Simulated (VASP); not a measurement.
# Co (P6_3/mmc) in VASP: band structure with PBE

Aim: the band structure of Co with PBE.

Program: VASP 6.6.1. These are calculated values, not measurements. Logs are shortened: lines on timing, memory, paths and dates and some standing lists are left out, and cuts for length are marked.

## Step 1: The structure

Symmetry: P6_3/mmc, No. 194, hexagonal system. The conventional cell has a = 2.507 Å, b = 2.507 Å, c = 4.070 Å, α = 90.00°, β = 90.00°, γ = 120.00°. Co (site symmetry -6m2) is surrounded by 12 Co at 2.50 to 2.51 Å.

## Step 2: Band structure, PBE, collinear spin, ferromagnetic start

Contents of POSCAR:

```
Co
1.0
    2.5074000000      0.0000000000      0.0000000000
   -1.2537000000      2.1714721000      0.0000000000
    0.0000000000      0.0000000000      4.0699000000
Co
2
Direct
    0.3333333300      0.6666666700      0.2500000000
    0.6666666700      0.3333333300      0.7500000000
```

Contents of INCAR.step1:

```
PREC     = Accurate       # precision mode
ENCUT    = 520            # plane-wave cutoff, eV
EDIFF    = 1E-7           # SCF threshold, eV
ISMEAR   = 0              # smearing method
SIGMA    = 0.1            # smearing width, eV
LREAL    = F              # projectors in reciprocal space
LASPH    = T              # aspherical terms in the spheres
NELM     = 100            # most SCF steps
ALGO     = Normal         # electronic algorithm
ISIF     = 2              # what is computed and relaxed
LWAVE    = F              # write WAVECAR
LCHARG   = T              # write CHGCAR
ISPIN    = 2              # spin polarisation
MAGMOM   = 1.5 1.5        # initial moments
LORBIT   = 11             # projections on sites
LMAXMIX  = 4              # l up to which the mixer works
GGA      = PE             # functional
NBANDS   = 20             # bands
```

Contents of KPOINTS.step1:

```
regular mesh
0
Gamma
  21 21 10
```

Contents of INCAR.step2:

```
PREC     = Accurate       # precision mode
ENCUT    = 520            # plane-wave cutoff, eV
EDIFF    = 1E-7           # SCF threshold, eV
ISMEAR   = 0              # smearing method
SIGMA    = 0.05           # smearing width, eV
LREAL    = F              # projectors in reciprocal space
LASPH    = T              # aspherical terms in the spheres
NELM     = 100            # most SCF steps
ALGO     = Normal         # electronic algorithm
ISIF     = 2              # what is computed and relaxed
LWAVE    = F              # write WAVECAR
LCHARG   = F              # write CHGCAR
ISPIN    = 2              # spin polarisation
MAGMOM   = 1.5 1.5        # initial moments
LORBIT   = 11             # projections on sites
LMAXMIX  = 4              # l up to which the mixer works
GGA      = PE             # functional
NBANDS   = 20             # bands
ICHARG   = 11             # starting density
```

Contents of KPOINTS.step2:

```
path GMKGALHA,LM,KH
10
line-mode
reciprocal
 0.0000000000  0.0000000000  0.0000000000  G
 0.5000000000  0.0000000000  0.0000000000  M

 0.5000000000  0.0000000000  0.0000000000  M
 0.3333333333  0.3333333333  0.0000000000  K

 0.3333333333  0.3333333333  0.0000000000  K
 0.0000000000  0.0000000000  0.0000000000  G

 0.0000000000  0.0000000000  0.0000000000  G
 0.0000000000  0.0000000000  0.5000000000  A

 0.0000000000  0.0000000000  0.5000000000  A
 0.5000000000  0.0000000000  0.5000000000  L

 0.5000000000  0.0000000000  0.5000000000  L
 0.3333333333  0.3333333333  0.5000000000  H

 0.3333333333  0.3333333333  0.5000000000  H
 0.0000000000  0.0000000000  0.5000000000  A

 0.5000000000  0.0000000000  0.5000000000  L
 0.5000000000  0.0000000000  0.0000000000  M

 0.3333333333  0.3333333333  0.0000000000  K
 0.3333333333  0.3333333333  0.5000000000  H
```

Potentials or basis: VASP PAW PBE potentials, release 64 (Co).

The run is started by

```bash
cat potpaw_PBE.64/Co/POTCAR > POTCAR
cp INCAR.step1 INCAR
cp KPOINTS.step1 KPOINTS
mpirun -np 1 vasp_std > vasp.out
cp INCAR.step2 INCAR
cp KPOINTS.step2 KPOINTS
mpirun -np 1 vasp_std > vasp.out
```

OUTCAR:

```text
PREC = Accurate
   ENCUT = 520
   EDIFF = 1E-7
   ISMEAR = 0
   LREAL = F
   LASPH = T
   NELM = 100
   ISIF = 2
   ISPIN = 2
   LORBIT = 11
   GGA = PE
   ICHARG = 11

 ion  position               nearest neighbor table
   1  0.333  0.667  0.250-   2 2.50   2 2.50   2 2.50   2 2.50   2 2.50   2 2.50
   2  0.667  0.333  0.750-   1 2.50   1 2.50   1 2.50   1 2.50   1 2.50   1 2.50

  LATTYP: Found a hexagonal cell.
 ALAT       =     2.5074000000
 C/A-ratio  =     1.6231554598

  Lattice vectors:

 A1 = (   2.5074000000,   0.0000000000,   0.0000000000)
 A2 = (  -1.2537000000,   2.1714721000,   0.0000000000)
 A3 = (   0.0000000000,   0.0000000000,   4.0699000000)

Analysis of symmetry for initial positions (statically):
=====================================================================
 Subroutine PRICEL returns:
 Original cell was already a primitive cell.

 Routine SETGRP: Setting up the symmetry group for a
 hexagonal supercell.

 Subroutine GETGRP returns: Found 24 space group operations
 (whereof 12 operations were pure point group operations)
 out of a pool of 24 trial point group operations.

The static configuration has the point symmetry D_3d.
 The point group associated with its full space group is D_6h.

Analysis of symmetry for dynamics (positions and initial velocities):
=====================================================================
 Subroutine PRICEL returns:
 Original cell was already a primitive cell.

 Routine SETGRP: Setting up the symmetry group for a
 hexagonal supercell.

 Subroutine GETGRP returns: Found 24 space group operations
 (whereof 12 operations were pure point group operations)
 out of a pool of 24 trial point group operations.

The dynamic configuration has the point symmetry D_3d.
 The point group associated with its full space group is D_6h.

Analysis of structural, dynamic, and magnetic symmetry:
=====================================================================
 Subroutine PRICEL returns:
 Original cell was already a primitive cell.

 Routine SETGRP: Setting up the symmetry group for a
 hexagonal supercell.

 Subroutine GETGRP returns: Found 24 space group operations
 (whereof 12 operations were pure point group operations)
 out of a pool of 24 trial point group operations.

The overall configuration has the point symmetry D_3d.
 The point group associated with its full space group is D_6h.

 Subroutine INISYM returns: Found 24 space group operations
 (whereof 12 operations are pure point group operations),
 and found     1 'primitive' translations

----------------------------------------------------------------------------------------

                                     Primitive cell

  volume of cell :      22.1596

  direct lattice vectors                    reciprocal lattice vectors
     2.507400000  0.000000000  0.000000000     0.398819494  0.230258542  0.000000000
    -1.253700000  2.171472100  0.000000000     0.000000000  0.460517084  0.000000000
     0.000000000  0.000000000  4.069900000     0.000000000  0.000000000  0.245706283

  length of vectors
     2.507400000  2.507400002  4.069900000     0.460517085  0.460517084  0.245706283

  position of ions in fractional coordinates (direct lattice)
     0.333333330  0.666666670  0.250000000
     0.666666670  0.333333330  0.750000000

  ion indices of the primitive-cell ions
   primitive index   ion index
                 1           1
                 2           2

----------------------------------------------------------------------------------------

 KPOINTS: path GMKGALHA,LM,KH

Interpolating k-points between supplied coordinates.

 Line segments in fractional coordinates (reciprocal lattice):
    0.000000  0.000000  0.000000  ...  0.500000  0.000000  0.000000
    0.500000  0.000000  0.000000  ...  0.333333  0.333333  0.000000
    0.333333  0.333333  0.000000  ...  0.000000  0.000000  0.000000
    0.000000  0.000000  0.000000  ...  0.000000  0.000000  0.500000
    0.000000  0.000000  0.500000  ...  0.500000  0.000000  0.500000
    0.500000  0.000000  0.500000  ...  0.333333  0.333333  0.500000
    0.333333  0.333333  0.500000  ...  0.000000  0.000000  0.500000
    0.500000  0.000000  0.500000  ...  0.500000  0.000000  0.000000
    0.333333  0.333333  0.000000  ...  0.333333  0.333333  0.500000

 Generated    10 points on each line segment, for a total of     90 k-points:

 Following reciprocal coordinates:
            Coordinates               Weight
  0.000000  0.000000  0.000000      0.011111
  0.055556  0.000000  0.000000      0.011111
  0.111111  0.000000  0.000000      0.011111
  0.166667  0.000000  0.000000      0.011111
  0.222222  0.000000  0.000000      0.011111
  0.277778  0.000000  0.000000      0.011111
[... 16 lines left out ...]
  0.259259  0.259259  0.000000      0.011111
  0.222222  0.222222  0.000000      0.011111
 [... further k-points ...]
   k-points           NKPTS =     90   k-points in BZ     NKDIM =     90   number of bands    NBANDS=     20
   number of dos      NEDOS =    301   number of ions     NIONS =      2
   total plane-waves  NPLWV =  12000
   dimension x,y,z NGX =    20 NGY =   20 NGZ =   30
   dimension x,y,z NGXF=    40 NGYF=   40 NGZF=   60
   ions per type =               2
   NGX,Y,Z   is equivalent  to a cutoff of  13.26, 13.26, 12.25 a.u.
   NGXF,Y,Z  is equivalent  to a cutoff of  26.52, 26.52, 24.51 a.u.
 SYSTEM =  unknown system
   PREC   = accura    normal or accurate (medium, high low for compatibility)
   ISTART =      0    job   : 0-new  1-cont  2-samecut
   ICHARG =     11    charge: 1-file 2-atom 10-const
   ISPIN  =      2    spin polarized calculation?
   LNONCOLLINEAR =      F non collinear calculations
   LSORBIT =      F    spin-orbit coupling
   LASPH  =      T    aspherical Exc in radial PAW
   ENCUT  =  520.0 eV  38.22 Ry    6.18 a.u.   4.66  4.66  7.57*2*pi/ulx,y,z
   NELM   =    100;   NELMIN=  2; NELMDL=  0     # of ELM steps
   EDIFF  = 0.1E-06   stopping-criterion for ELM
   LREAL  =      F    real-space projection
   EDIFFG = 0.1E-05   stopping-criterion for IOM
   NSW    =      0    number of steps for IOM
   IBRION =     -1    ionic relax: 0-MD 1-quasi-New 2-CG
   NFREE  =      0    steps in history (QN), initial steepest desc. (CG)
   ISIF   =      2    stress and relaxation
   ISYM   =      2    0-nonsym 1-usesym 2-fastsym
   POTIM  = 0.5000    time-step for ionic-motion
   TEBEG  =    0.0;   TEEND  =   0.0 temperature during run
   PSTRESS=    0.0 pullay stress
   NELECT =      18.0000    total number of electrons
   NUPDOWN=      -1.0000    fix difference up-down
   EMIN   =  10.00;   EMAX   =-10.00  energy-range for DOS
   EFERMI =   0.00;   METHOD = LEGACY
   ISMEAR =     0;   SIGMA  =   0.05  broadening in eV -4-tet -1-fermi 0-gaus
   EFERMI_NEDOS =   21; number of points for ismear=-14 and -15
   IALGO  =     38    algorithm
   IMIX   =      4    mixing-type and parameters
     AMIX     =   0.40;   BMIX     =  1.00
     AMIX_MAG =   1.60;   BMIX_MAG =  1.00
  volume/ion in A,a.u.               =      11.08        74.77
  Fermi-wavevector in a.u.,A,eV,Ry     =   1.527490  2.886538 31.745475  2.333227
  Thomas-Fermi vector in A             =   2.635379
   LORBIT       =     11    0 simple, 1 ext, 2 COOP (PROOUT), +10 PAW based schemes
   GGA     = PE    functional components
   LHFCALC =     F    Hartree Fock is set to
   AEXX    =    0.0000 exact exchange contribution
   IVDW    =     0    specifies the selected vdW correction
   LEPSILON=     F    determine dielectric tensor
   LRPA    =     F    only Hartree local field effects (RPA)
 spin polarized calculation
 Gauss-broadening in eV      SIGMA  =   0.05
  energy-cutoff  :      520.00
  volume of cell :       22.16
 maximum number of plane-waves:       614
 NGX is ok and might be reduce to    20

 number of electron      18.0000002 magnetization       3.2484512

 Free energy of the ion-electron system (eV)
  ---------------------------------------------------
  ext. energy  EPLUGINS =         0.00000000
  ---------------------------------------------------
  free energy    TOTEN  =       -14.27925344 eV

  energy without entropy =      -14.27590180  energy(sigma->0) =      -14.27757762

 E-fermi :   9.8648     XC(G=0): -13.2812

 val. band max:        9.8629960770   @ k =   0.0000   0.0000   0.0000
 cond. band min:       9.8688709284   @ k =   0.3333   0.0000   0.5000
 fundamental gap:      0.0058748513
 Fermi energy:         9.8647837345

 spin component 1

 k-point     1 :       0.0000    0.0000    0.0000
  band No.  band energies     occupation
      1       1.1789      1.00000
      2       4.9243      1.00000
      3       7.3563      1.00000
      4       7.3966      1.00000
      5       7.3966      1.00000
      6       7.6927      1.00000
[... 12 lines left out ...]
     19      35.5613      0.00000
     20      35.5613      0.00000
[... 507 lines left out ...]
 k-point    24 :       0.2222    0.2222    0.0000
  band No.  band energies     occupation
      1       5.1612      1.00000
      2       5.9117      1.00000
      3       6.1331      1.00000
      4       6.1985      1.00000
      5       7.0955      1.00000
      6       7.6274      1.00000
[... 12 lines left out ...]
     19      29.5408      0.00000
     20      39.1565      0.00000

 [... further k-points ...]

 spin component 2

 k-point     1 :       0.0000    0.0000    0.0000
  band No.  band energies     occupation
      1       1.1661      1.00000
      2       5.8698      1.00000
      3       8.9972      1.00000
      4       9.0480      1.00000
      5       9.0480      1.00000
      6       9.3969      1.00000
[... 12 lines left out ...]
     19      35.8444      0.00000
     20      35.8444      0.00000
[... 507 lines left out ...]
 k-point    24 :       0.2222    0.2222    0.0000
  band No.  band energies     occupation
      1       5.4342      1.00000
      2       7.1500      1.00000
      3       7.3714      1.00000
      4       7.4515      1.00000
      5       8.6762      1.00000
      6       9.1981      1.00000
[... 12 lines left out ...]
     19      29.8816      0.00000
     20      39.3532      0.00000

 [... further k-points ...]

------------------------ aborting loop because EDIFF is reached ----------------------------------------

  FORCE on cell =-STRESS in cart. coord.  units (eV):
  Direction    XX          YY          ZZ          XY          YZ          ZX
  --------------------------------------------------------------------------------------
  -------------------------------------------------------------------------------------
  Total        6.5436668      6.5436668      9.6247101     -0.0000000      0.0000000      0.0000000
  in kB      473.1187352    473.1187363    695.8836416     -0.0000000      0.0000000      0.0000000
  external PRESSURE =     547.3737044 kB  Pullay stress =       0.0000000 kB

 VOLUME and BASIS-vectors are now :
 -----------------------------------------------------------------------------
  energy-cutoff  :      520.00
  volume of cell :       22.16
      direct lattice vectors                 reciprocal lattice vectors
     2.507400000  0.000000000  0.000000000     0.398819494  0.230258542  0.000000000
    -1.253700000  2.171472100  0.000000000     0.000000000  0.460517084  0.000000000
     0.000000000  0.000000000  4.069900000     0.000000000  0.000000000  0.245706283

 POSITION                                       TOTAL-FORCE (eV/Angst)
 -----------------------------------------------------------------------------------
     -0.00000      1.44765      1.01747         0.000000      0.000000      0.000000
      1.25370      0.72382      3.05242        -0.000000      0.000000      0.000000
 -----------------------------------------------------------------------------------
    total drift:                               -0.000000      0.000000     -0.000000

  FREE ENERGIE OF THE ION-ELECTRON SYSTEM (eV)
  ---------------------------------------------------
  free  energy   TOTEN  =       -14.2792534352 eV

  energy  without entropy=      -14.2759018027  energy(sigma->0) =      -14.27757762

 total charge

# of ion       s       p       d       tot
------------------------------------------
    1        0.469   0.464   7.322   8.256
    2        0.469   0.464   7.322   8.256
--------------------------------------------------
tot          0.939   0.929  14.644  16.512

 magnetization (x)

# of ion       s       p       d       tot
------------------------------------------
    1       -0.015  -0.056   1.725   1.654
    2       -0.015  -0.056   1.725   1.654
--------------------------------------------------
tot         -0.030  -0.113   3.451   3.308
```

Run time: 2 min. Hardware: 1 thread of Intel Xeon 6975P-C (Granite Rapids), shared host; peak memory 0.29 GiB.

What came out:

```
Band gap along the path : none (metal or under the smearing width)
Net moment              : 3.25 μB per cell
```

Levels at the corners of the path, in eV from the Fermi level:
Spin up:
| point | band 8 | band 9 | band 10 | band 11 | band 12 | band 13 |
| --- | --- | --- | --- | --- | --- | --- |
| Γ | -1.92 | -1.92 | -0.87 | -0.87 | -0.09 | 6.12 |
| M | -0.73 | -0.66 | -0.59 | 1.26 | 3.22 | 9.51 |
| M | -0.73 | -0.66 | -0.59 | 1.26 | 3.22 | 9.51 |
| K | -0.97 | -0.97 | -0.87 | 4.41 | 5.19 | 5.19 |
| K | -0.97 | -0.97 | -0.87 | 4.41 | 5.19 | 5.19 |
| Γ | -1.92 | -1.92 | -0.87 | -0.87 | -0.09 | 6.12 |
| Γ | -1.92 | -1.92 | -0.87 | -0.87 | -0.09 | 6.12 |
| A | -2.62 | -1.17 | -1.17 | -1.17 | -1.17 | 14.69 |
| A | -2.62 | -1.17 | -1.17 | -1.17 | -1.17 | 14.69 |
| L | -1.08 | -0.64 | -0.64 | 1.58 | 1.58 | 7.08 |
| L | -1.08 | -0.64 | -0.64 | 1.58 | 1.58 | 7.08 |
| H | -1.89 | -0.81 | -0.81 | 5.61 | 5.61 | 7.19 |
| H | -1.89 | -0.81 | -0.81 | 5.61 | 5.61 | 7.19 |
| A | -2.62 | -1.17 | -1.17 | -1.17 | -1.17 | 14.69 |
| L | -1.08 | -0.64 | -0.64 | 1.58 | 1.58 | 7.08 |
| M | -0.73 | -0.66 | -0.59 | 1.26 | 3.22 | 9.51 |
| K | -0.97 | -0.97 | -0.87 | 4.41 | 5.19 | 5.19 |
| H | -1.89 | -0.81 | -0.81 | 5.61 | 5.61 | 7.19 |
Spin down:
| point | band 5 | band 6 | band 7 | band 8 | band 9 | band 10 |
| --- | --- | --- | --- | --- | --- | --- |
| Γ | -0.91 | -0.56 | -0.56 | -0.17 | -0.13 | -0.13 |
| M | -1.04 | -0.99 | -0.60 | 1.17 | 1.28 | 1.32 |
| M | -1.04 | -0.99 | -0.60 | 1.17 | 1.28 | 1.32 |
| K | -1.31 | -1.31 | -0.30 | 0.88 | 0.88 | 1.04 |
| K | -1.31 | -1.31 | -0.30 | 0.88 | 0.88 | 1.04 |
| Γ | -0.91 | -0.56 | -0.56 | -0.17 | -0.13 | -0.13 |
| Γ | -0.91 | -0.56 | -0.56 | -0.17 | -0.13 | -0.13 |
| A | -0.97 | -0.97 | -0.97 | -0.97 | 0.71 | 0.71 |
| A | -0.97 | -0.97 | -0.97 | -0.97 | 0.71 | 0.71 |
| L | -0.03 | -0.03 | 0.26 | 0.26 | 1.26 | 1.26 |
| L | -0.03 | -0.03 | 0.26 | 0.26 | 1.26 | 1.26 |
| H | -1.67 | -1.67 | -0.16 | -0.16 | 1.06 | 1.06 |
| H | -1.67 | -1.67 | -0.16 | -0.16 | 1.06 | 1.06 |
| A | -0.97 | -0.97 | -0.97 | -0.97 | 0.71 | 0.71 |
| L | -0.03 | -0.03 | 0.26 | 0.26 | 1.26 | 1.26 |
| M | -1.04 | -0.99 | -0.60 | 1.17 | 1.28 | 1.32 |
| K | -1.31 | -1.31 | -0.30 | 0.88 | 0.88 | 1.04 |
| H | -1.67 | -1.67 | -0.16 | -0.16 | 1.06 | 1.06 |

Caveat: the log is that of the step along the path at fixed density, whose energy, stress, charges and moments have no meaning.
